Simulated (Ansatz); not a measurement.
ZnO: energy along a strain

ZnO, P6_3/mmc, a = 3.288 Å, c = 7.130 Å (as given, not relaxed at this level: -2.3 GPa). This isn't the usual stable structure of the compound. Ansatz: PBE+D3(BJ), PAW, 420 eV, Γ-centred 9×9×4 mesh on 4 atoms, Gaussian smearing 0.05 eV; no spin polarisation. Cell vectors (Å): 3.288 0.000 0.000; -1.644 2.847 0.000; 0.000 0.000 7.130. The cell is strained by x per cent times the pattern (1 -1 0 0 0 0) in the order xx yy zz yz xz xy (engineering shears), with fractional coordinates held. y is the free energy over the start, V0 = 16.689 Å³/atom.

```
x (%) y (meV/atom)
-2.00          8.08
-1.50          4.58
-1.00          2.04
 0.00          0.00
 0.50          0.51
 1.50             ?
 2.00          8.37
```

**Question.** Fit y = c1 x + c2 x² + c3 x³ to the other rows, get the stiffness along the pattern, and predict the missing energy.

**Answer.** Least squares on the rows shown. y = −0.01077 x + 2.056 x² + 0.02070 x³. The clamped-ion stiffness p·C·p = 2 × 20.56 eV × 160.2 / 16.689 Å³ = 395 GPa (second derivative at the start, which stands under stress). At x = 1.50 the fit asked for gives 4.68 meV/atom. The run gave 4.68 meV/atom, the same to the digits shown.